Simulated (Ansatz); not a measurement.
# Si on Al(111): change of the work function

Aim: the work function of Al(111) at several coverages of Si (fcc site), and the dipole that each adsorbate carries.

Main program and level: Ansatz 0.2.0; plane-wave DFT, PBE, Ansatz PAW.

## Step 1: The structure

The cell holds 4 atoms: 4 Al. Cell: a = 2.864 Å, b = 2.864 Å, c = 25.015 Å, α = 90.0°, β = 90.0°, γ = 60.0°. Vacuum lies along c.

## Step 2: The clean slab

The bare slab comes first, as the zero from which every change is counted. The two lowest layers are held at bulk places and the upper ones relax. The dipole correction removes the false field that a one-sided slab makes across the periodic vacuum, so each face gets a flat vacuum level of its own.

The input, input.yaml:

```yaml
crystal:
  lattice:
    - [2.8637824638, 0.0, 0.0]
    - [1.4318912319, 2.4801083646, 0.0]
    - [0.0, 0.0, 25.0148057707]
  atoms:
    - { symbol: Al, position: [0.0, 0.0, 0.3597869231] }
    - { symbol: Al, position: [0.3333333333, 0.3333333333, 0.4532623077] }
    - { symbol: Al, position: [0.6666666667, 0.6666666667, 0.5467376923] }
    - { symbol: Al, position: [0.0, 0.0, 0.6402130769] }
kpoints:
  mp_grid: { grid: [12, 12, 1] }
hamiltonian:
  xc: pbe
scf:
  occupations: { method: fermi_dirac, width: 0.1 }
  convergence: { dr2_threshold: 1.0e-08 }
efield:
  axis: 3
  dipole_correction: true
  ramp_position: 0.97
  ramp_width: 0.06
relax:
  f_tol: 0.02
  max_steps: 60
  constraints: [{ sites: [0, 1] }]
output:
  write_potential: true
  write_density: true
  volumetric_format: npy
```

Command:

```sh
ansatz run input.yaml --threads 2 --pin off --max-ram 4096MiB --backend cpu --events-out ev --progress --plain --runs-dir out
```

Numbers of over 12 decimals in the logs are rounded to 6 here.

Output:

```text
Engine: ansatz 0.2.0, aarch64-unknown-linux-gnu
Pseudopotentials: kind: paw
Pseudopotential: Al, paw, valence charge 3, recommended cutoff 420 eV (normal), Al.paw.azcp
Functional definition: PBE
  parameter kappa = 0.804
  parameter beta = 0.066725
  exchange = pbe_x(kappa = kappa, mu = beta*pi^2/3)
  correlation = pbe_c(beta = beta)
Crystal: 4 atoms, lattice volume = 177.667 Å³
Basis set: ecut = 420 eV, 3467 PW (Γ), exchange–correlation on 40×40×360 points (8 copies of the dense FFT grid, shifted against one another)
Bands: 10, of which v1, the nominal top of the filled ones, is band 6 counted from 1 (5 counted from 0)
Symmetry: 6 space group operations
k-points: 19 of 144 (time reversal used)
Non-local potential: Al, projectors of the file, l = 0: 2, l = 1: 2, l = 2: 1
PAW form: soft (Blöchl's): semilocal exchange-correlation on the pseudo side does not see the compensation charge
PAW one-centre angular grid: Al, 110 points (default); XC on 64 Gauss nodes
Initial density: superposition of atomic densities (neutral atoms: chi_scale 0, normalization atom), corrected by the library's trained network
Initial wavefunctions: pseudopotential atomic-orbital guess
Functional: x = pbe(κ = 0.804, μ = 0.219515), c = pbe(β = 0.066725)
SCF iter   1: F=—  HF=-2149.281065 eV  |F-HF|=—  |Δ(HF+E_count)|=         —  Δρ=1.37e-3  dr2=4.13e-2  ethr=1.77e-3  p=-0.000 e·Å  D=-1.79e-14 V/Å  ΔV_dip=0.00 eV  dr2_dipole=1.23e-6  V_vac-E_F(+/−)=3.96/3.96 eV  ⟨swp⟩=8.2  Hψ=1709  notcnv=0
efield: sawtooth ramp at fractional position 0.9700 (set: `efield.ramp_position`, or a place that a band, a saddle search or an elastic batch's reference lends), width 0.0600; the density the first Hamiltonian is built on has a dipole p = -0.000 e·Å; the dipole correction subtracts the counter field D = -1.79e-14 V/Å, which shifts the + side's vacuum level by +0.00 eV against the − side's; the planar-averaged density in the ramp window peaks in size at 6.8e-6 e/Å³
preconditioner: auto → LDOS  [metal: Δε(μ)=0.035 eV  Ē_g=6.481 eV  σ=0.100 eV  W_gap=0.09  n_scr=12 (ndim 8)  ℏωp=9.7 eV  f_vac=0.517  D(μ)=1.93/eV (n_scr^D=10)  β→1.0]
SCF iter   2: F=—  HF=-2149.278663 eV  |F-HF|=—  |Δ(HF+E_count)|=   2.40e-3  Δρ=4.15e-4  dr2=5.50e-4  ethr=3.44e-4  p=-0.000 e·Å  D=-2.16e-5 V/Å  ΔV_dip=0.00 eV  dr2_dipole=9.75e-7  V_vac-E_F(+/−)=4.05/4.05 eV  ⟨swp⟩=1.4  Hψ=364  notcnv=0
SCF iter   3: F=—  HF=-2149.278781 eV  |F-HF|=—  |Δ(HF+E_count)|=   1.18e-4  Δρ=1.46e-4  dr2=1.74e-4  ethr=4.59e-6  p=-0.000 e·Å  D=-1.14e-5 V/Å  ΔV_dip=0.00 eV  dr2_dipole=2.68e-9  V_vac-E_F(+/−)=4.05/4.05 eV  ⟨swp⟩=2.3  Hψ=349  notcnv=0
SCF iter   4: F=—  HF=-2149.278775 eV  |F-HF|=—  |Δ(HF+E_count)|=   6.25e-6  Δρ=2.72e-5  dr2=6.01e-6  ethr=1.45e-6  p=-0.000 e·Å  D=-4.98e-6 V/Å  ΔV_dip=0.00 eV  dr2_dipole=2.20e-9  V_vac-E_F(+/−)=4.05/4.05 eV  ⟨swp⟩=2.6  Hψ=311  notcnv=0
SCF iter   5: F=—  HF=-2149.278723 eV  |F-HF|=—  |Δ(HF+E_count)|=   5.25e-5  Δρ=8.22e-6  dr2=2.22e-7  ethr=5.01e-8  p=-0.000 e·Å  D=-2.02e-6 V/Å  ΔV_dip=0.00 eV  dr2_dipole=6.48e-11  V_vac-E_F(+/−)=4.05/4.05 eV  ⟨swp⟩=2.3  Hψ=315  notcnv=0
SCF iter   6: F=—  HF=-2149.278723 eV  |F-HF|=—  |Δ(HF+E_count)|=   3.20e-7  Δρ=1.90e-6  dr2=2.67e-8  ethr=1.85e-9  p=-0.000 e·Å  D=-6.66e-7 V/Å  ΔV_dip=0.00 eV  dr2_dipole=4.13e-15  V_vac-E_F(+/−)=4.05/4.05 eV  ⟨swp⟩=2.4  Hψ=314  notcnv=0
SCF iter   7: F=-2149.278723 eV  HF=-2149.278723 eV  |F-HF|=4.15e-9  |Δ(HF+E_count)|=   1.70e-8  Δρ=3.92e-7  dr2=9.37e-10  ethr=8.33e-11  p=-0.000 e·Å  D=-7.30e-8 V/Å  ΔV_dip=0.00 eV  dr2_dipole=1.46e-13  V_vac-E_F(+/−)=4.05/4.05 eV  ⟨swp⟩=9.1  Hψ=1233  notcnv=0
SCF 1 converged in 7 iterations: F = -2149.278723 eV  dr2 = 9.37e-10
  greatest PAW one-centre occupation: 0.462 electrons in one spin orbital (limit 2), on the Al atom at site 0 (counted from 0), in its partial waves of l = 0
relax step   1: F+E_penalty+E_count = -2149.27872285 eV  Δ(F+E_penalty+E_count) = +0.000e0 eV  max|allowed force component| = 1.320e-1 eV/Å  Δτ_max = 0.0000 Å  (7 SCF iters, accepted)
Initial density: handed on by an earlier stage of this run
Initial wavefunctions: those handed on with the density
iter 1 solved again at ethr=3.27e-4 eV; its pass at ethr=3.10e-3 eV (dr2=3.92e-2 eV) is discarded
SCF iter   1: F=—  HF=-2149.285072 eV  |F-HF|=—  |Δ(HF+E_count)|=         —  Δρ=1.34e-3  dr2=3.83e-2  ethr=3.27e-4  p=-0.000 e·Å  D=-7.52e-8 V/Å  ΔV_dip=0.00 eV  dr2_dipole=4.72e-3  V_vac-E_F(+/−)=4.05/4.05 eV  ⟨swp⟩=1.2  Hψ=1170  notcnv=0
efield: sawtooth ramp at fractional position 0.9700 (set: `efield.ramp_position`, or a place that a band, a saddle search or an elastic batch's reference lends), width 0.0600; the density the first Hamiltonian is built on has a dipole p = -0.000 e·Å; the dipole correction subtracts the counter field D = -7.52e-8 V/Å, which shifts the + side's vacuum level by +0.00 eV against the − side's; the planar-averaged density in the ramp window peaks in size at 1.7e-7 e/Å³
preconditioner: auto → LDOS  [metal: Δε(μ)=0.063 eV  Ē_g=6.503 eV  σ=0.100 eV  W_gap=0.15  n_scr=12 (ndim 8)  ℏωp=9.7 eV  f_vac=0.521  D(μ)=1.95/eV (n_scr^D=10)  β→1.0]
SCF iter   2: F=—  HF=-2149.281980 eV  |F-HF|=—  |Δ(HF+E_count)|=   3.09e-3  Δρ=4.25e-4  dr2=1.25e-3  ethr=3.19e-4  p=0.000 e·Å  D=1.82e-7 V/Å  ΔV_dip=-0.00 eV  dr2_dipole=2.59e-4  V_vac-E_F(+/−)=4.03/4.03 eV  ⟨swp⟩=2.1  Hψ=258  notcnv=0
SCF iter   3: F=—  HF=-2149.281849 eV  |F-HF|=—  |Δ(HF+E_count)|=   1.31e-4  Δρ=1.92e-4  dr2=2.96e-4  ethr=1.04e-5  p=0.000 e·Å  D=6.48e-5 V/Å  ΔV_dip=-0.00 eV  dr2_dipole=1.61e-6  V_vac-E_F(+/−)=4.02/4.02 eV  ⟨swp⟩=2.4  Hψ=337  notcnv=0
SCF iter   4: F=—  HF=-2149.281822 eV  |F-HF|=—  |Δ(HF+E_count)|=   2.67e-5  Δρ=2.12e-5  dr2=3.32e-6  ethr=2.46e-6  p=0.000 e·Å  D=8.41e-5 V/Å  ΔV_dip=-0.00 eV  dr2_dipole=8.88e-8  V_vac-E_F(+/−)=4.02/4.02 eV  ⟨swp⟩=2.3  Hψ=272  notcnv=0
SCF iter   5: F=—  HF=-2149.281817 eV  |F-HF|=—  |Δ(HF+E_count)|=   5.30e-6  Δρ=7.09e-6  dr2=1.97e-7  ethr=2.77e-8  p=0.000 e·Å  D=7.28e-5 V/Å  ΔV_dip=-0.00 eV  dr2_dipole=1.99e-8  V_vac-E_F(+/−)=4.02/4.02 eV  ⟨swp⟩=2.4  Hψ=343  notcnv=0
SCF iter   6: F=—  HF=-2149.281817 eV  |F-HF|=—  |Δ(HF+E_count)|=   1.41e-7  Δρ=1.36e-6  dr2=1.11e-8  ethr=1.64e-9  p=0.000 e·Å  D=6.54e-5 V/Å  ΔV_dip=-0.00 eV  dr2_dipole=2.37e-11  V_vac-E_F(+/−)=4.02/4.02 eV  ⟨swp⟩=2.5  Hψ=297  notcnv=0
SCF iter   7: F=-2149.281817 eV  HF=-2149.281817 eV  |F-HF|=2.26e-9  |Δ(HF+E_count)|=   5.33e-9  Δρ=3.42e-7  dr2=9.00e-10  ethr=8.33e-11  p=0.000 e·Å  D=6.31e-5 V/Å  ΔV_dip=-0.00 eV  dr2_dipole=5.33e-14  V_vac-E_F(+/−)=4.02/4.02 eV  ⟨swp⟩=9.1  Hψ=1236  notcnv=0
SCF 2 converged in 7 iterations: F = -2149.281817 eV  dr2 = 9.00e-10
  greatest PAW one-centre occupation: 0.463 electrons in one spin orbital (limit 2), on the Al atom at site 3 (counted from 0), in its partial waves of l = 0
relax step   2: F+E_penalty+E_count = -2149.28181683 eV  Δ(F+E_penalty+E_count) = -3.094e-3 eV  max|allowed force component| = 5.697e-2 eV/Å  Δτ_max = 0.0619 Å  (7 SCF iters, accepted)
SCF iter   1: F=—  HF=-2149.282212 eV  |F-HF|=—  |Δ(HF+E_count)|=         —  Δρ=2.15e-4  dr2=1.06e-3  ethr=4.10e-5  p=0.000 e·Å  D=6.31e-5 V/Å  ΔV_dip=-0.00 eV  dr2_dipole=1.83e-4  V_vac-E_F(+/−)=4.02/4.02 eV  ⟨swp⟩=2.3  Hψ=665  notcnv=0
efield: sawtooth ramp at fractional position 0.9700 (set: `efield.ramp_position`, or a place that a band, a saddle search or an elastic batch's reference lends), width 0.0600; the density the first Hamiltonian is built on has a dipole p = 0.000 e·Å; the dipole correction subtracts the counter field D = 6.31e-5 V/Å, which shifts the + side's vacuum level by -0.00 eV against the − side's; the planar-averaged density in the ramp window peaks in size at 5.2e-8 e/Å³
preconditioner: auto → LDOS  [metal: Δε(μ)=0.068 eV  Ē_g=6.492 eV  σ=0.100 eV  W_gap=0.16  n_scr=12 (ndim 8)  ℏωp=9.7 eV  f_vac=0.520  D(μ)=1.91/eV (n_scr^D=10)  β→1.0]
SCF iter   2: F=—  HF=-2149.282106 eV  |F-HF|=—  |Δ(HF+E_count)|=   1.05e-4  Δρ=1.28e-4  dr2=8.40e-5  ethr=8.82e-6  p=0.000 e·Å  D=7.97e-5 V/Å  ΔV_dip=-0.00 eV  dr2_dipole=8.18e-7  V_vac-E_F(+/−)=4.02/4.02 eV  ⟨swp⟩=1.6  Hψ=363  notcnv=0
SCF iter   3: F=—  HF=-2149.282096 eV  |F-HF|=—  |Δ(HF+E_count)|=   1.06e-5  Δρ=2.29e-5  dr2=9.96e-6  ethr=7.00e-7  p=-0.000 e·Å  D=-1.38e-5 V/Å  ΔV_dip=0.00 eV  dr2_dipole=1.95e-6  V_vac-E_F(+/−)=4.02/4.02 eV  ⟨swp⟩=2.7  Hψ=381  notcnv=0
SCF iter   4: F=—  HF=-2149.282096 eV  |F-HF|=—  |Δ(HF+E_count)|=   1.92e-7  Δρ=5.61e-6  dr2=6.74e-7  ethr=8.30e-8  p=-0.000 e·Å  D=-3.55e-5 V/Å  ΔV_dip=0.00 eV  dr2_dipole=1.17e-7  V_vac-E_F(+/−)=4.02/4.02 eV  ⟨swp⟩=1.4  Hψ=224  notcnv=0
SCF iter   5: F=-2149.282096 eV  HF=-2149.282096 eV  |F-HF|=7.79e-9  |Δ(HF+E_count)|=   4.76e-8  Δρ=9.72e-7  dr2=3.57e-9  ethr=8.33e-11  p=-0.000 e·Å  D=-4.17e-5 V/Å  ΔV_dip=0.00 eV  dr2_dipole=4.91e-10  V_vac-E_F(+/−)=4.02/4.02 eV  ⟨swp⟩=8.5  Hψ=1456  notcnv=0
SCF 3 converged in 5 iterations: F = -2149.282096 eV  dr2 = 3.57e-9
  greatest PAW one-centre occupation: 0.463 electrons in one spin orbital (limit 2), on the Al atom at site 0 (counted from 0), in its partial waves of l = 0
relax step   3: F+E_penalty+E_count = -2149.28209604 eV  Δ(F+E_penalty+E_count) = -2.792e-4 eV  max|allowed force component| = 2.389e-3 eV/Å  Δτ_max = 0.0093 Å  (5 SCF iters, accepted)
NSCF: frozen V_eff on 19 k-points
the band table was solved once a step of the walk had ended and its energy, with any forces and stress, was formed, with the checks that follow a solve (2035 applications of the Hamiltonian). They found nothing against the state; the energy, forces and stress were not computed again (output.eigenvalues in the input reference)
WARN: The input density's exchange-correlation potential varies sharply where the density is thin. Do not read a vacuum level from v_tot or v_xc, or from such a field of the output density. On a cell that repeats whose density bears no net charge and no dipole along the vacuum's axis use v_es (v_loc + v_h of the components); under efield.dipole_correction with no amplitude use v_es + v_field, which holds any external [...]
SCF converged after 5 iterations
Free energy (F): -2149.282096 eV
Harris-Foulkes:  -2149.282096 eV  (|F-HF|=7.79e-9)
Internal energy: -2149.219587 eV  (E = F + TS)
E sigma→0 (E₀):  -2149.250841 eV
Entropy (-TS):   -0.062509 eV (-15.627 meV/atom)
Fermi energy:    0.479266 eV
Dipole field:    D = -0.000073 V/Å  (p = -0.000072 e·Å, saw-weighted, corrected)
Work function:   Φ+ = 4.0205 eV   Φ− = 4.0187 eV
Levels:          The Fermi level and band energies are counted from a zero that moves with the ramp; work functions are not
--- Per-component energies (eV) ---
  E_band       = -44.413710
  E_kinetic    = 87.546440
  E_local      = -3014.590194  (includes V_loc(G=0)·N_el)
  E_nonlocal   = 41.703702
  E_hartree    = 1484.218628
  E_xc         = -156.809171
  E_vxc        = -112.957825  (∫ρ·V_xc dr)
  E_paw        = -1869.225999  (= ΣΔE_a)
  E_vpaw       = -14.554873  (= ΣTr[D̂ρ^β])
  E_aug_tail   = -0.000009  (compensation charges beyond the density's cutoff)
  E_efield     = 0.000000  (sawtooth field / dipole correction)
  E_vefield    = -0.000024  (∫n·V_field dr)
  E_ewald      = 1277.937017
  E_smearing   = -0.062509  (= −TS)
  E_closure    = -0.000000  (closes the sum)
  Σ components = -2149.282096   (vs F -2149.282096, Δ=0.00e0)
--- Forces (eV/Å), atoms counted from 1 ---
  atom   1  Al    -0.00000000     0.00000000     0.01001900
  atom   2  Al    -0.00000000     0.00000000    -0.01099822
  atom   3  Al     0.00000000    -0.00000000    -0.00139935
  atom   4  Al    -0.00000000    -0.00000000     0.00238930
  max |Σ_I F_I| component: 1.07e-5 eV/Å
--- Band table (eV; the first three rows and the last of 19) ---
  k-point 0: bands = ["-10.3221", "-9.2285", "-7.6200", "-5.3461", "-2.8883", "0.0394", "2.5925", "4.0136", "4.4355", "5.4494"]
  k-point 1: bands = ["-10.1555", "-9.0628", "-7.4556", "-5.1818", "-2.7320", "0.1950", "2.7478", "4.1769", "4.6017", "5.6108"]
  k-point 2: bands = ["-9.6568", "-8.5668", "-6.9634", "-4.6912", "-2.2635", "0.6555", "3.1920", "4.6420", "5.0801", "5.6506"]
  k-point 18: bands = ["-2.6054", "-2.5276", "-2.5272", "-1.6010", "-1.5972", "-1.4746", "-0.1635", "-0.1632", "0.8321", "2.3628"]
--- Relaxed structure (3 steps of the walk, 3 accepted, 0 SCFs on fresh bases) ---
  F+E_penalty+E_count = -2149.28209604 eV   max|allowed force component| = 2.389e-3 eV/Å
  atoms:
    - { symbol: Al, position: [0.0, 0.0, 0.3597869231] }
    - { symbol: Al, position: [0.333333, 0.333333, 0.453262] }
    - { symbol: Al, position: [0.666667, 0.666667, 0.544636] }
    - { symbol: Al, position: [0, 0, 0.637923] }
```

It took 5.8 s on 2 threads of Arm Neoverse V1, shared host; peak memory 0.35 GiB; 11 s of CPU time.

Step by step:

```
step  energy less that of the first step (eV)  largest force component (eV/Å)
   1                                   0.0000                          0.1320
   2                                  -0.0031                          0.0570
   3                                  -0.0034                          0.0024
```

The run keeps the 6 symmetry operations that it works with, so distortions that break them were not tested.

The atoms that moved most (Å):

```
atom     dx     dy      dz  length
 Al4  0.000  0.000  -0.057   0.057
 Al3  0.000  0.000  -0.053   0.053
```

The relaxed structure:

```xyz
4
Lattice="2.8638 0.0000 0.0000 1.4319 2.4801 0.0000 0.0000 0.0000 25.0148" Properties=species:S:1:pos:R:3
Al    0.0000    0.0000    9.0000
Al    1.4319    0.8267   11.3383
Al    2.8638    1.6534   13.6240
Al    0.0000    0.0000   15.9575
```

This step gave:

| Item | Value |
| --- | --- |
| energy at zero smearing | -2149.2508 eV |
| work function, upper face | 4.021 eV |
| dipole along the normal | -7.20e-5 e·Å |

Running mean over 2.338 Å of the planar mean; the ramp of the sawtooth is left out. Electron's electrostatic potential energy less the Fermi level against z:

z (Å), electron's electrostatic potential energy less the Fermi level (eV) and a bar from the least value:
```
      3.5       4.02 ##############################
      4.0       4.02 ##############################
      4.5       4.02 ##############################
      5.0       4.01 ##############################
      5.5       3.99 ##############################
      6.0       3.92 ##############################
      6.5       3.69 #############################
      7.0       2.91 ##########################
      7.5       1.00 ####################
      8.0      -1.37 ############
      8.5      -3.48 #####
      9.0      -4.40 #
      9.5      -4.56 #
     10.0      -4.58 #
     10.5      -4.60 #
     11.0      -4.61 #
     11.5      -4.65 #
     12.0      -4.78 
     12.5      -4.81 
     13.0      -4.77 
     13.5      -4.65 #
     14.0      -4.62 #
     14.5      -4.62 #
     15.0      -4.59 #
     15.5      -4.56 #
     16.0      -4.37 #
     16.5      -3.33 #####
     17.0      -1.17 ############
     17.5       1.19 ####################
     18.0       3.02 ###########################
     18.5       3.72 #############################
     19.0       3.93 ##############################
     19.5       3.99 ##############################
     20.0       4.01 ##############################
     20.5       4.02 ##############################
     21.0       4.02 ##############################
     21.5       4.02 ##############################
```

The relaxation took 3 steps and lowered the energy by 0.0034 eV; the largest force on the free atoms ends at 0.0024 eV/Å.

The work function of the upper face is 4.02 eV.

(Continued in part 2 of 4.)

[Logs are printed without paths, hosts, clocks, repeated set-up lines and the standing remarks that a program may print on its own settings, such as how far it seeks lower states.]

[Hosts, paths, dates, database ids (printed as entryN), source tags and the programs' standing remarks are cut or masked in the printed files.]

[Maps of the electrostatic potential energy from Ansatz leave out the sawtooth potential of an applied field or a dipole correction, so their vacuum need not be flat; planar profiles and work functions include it.]
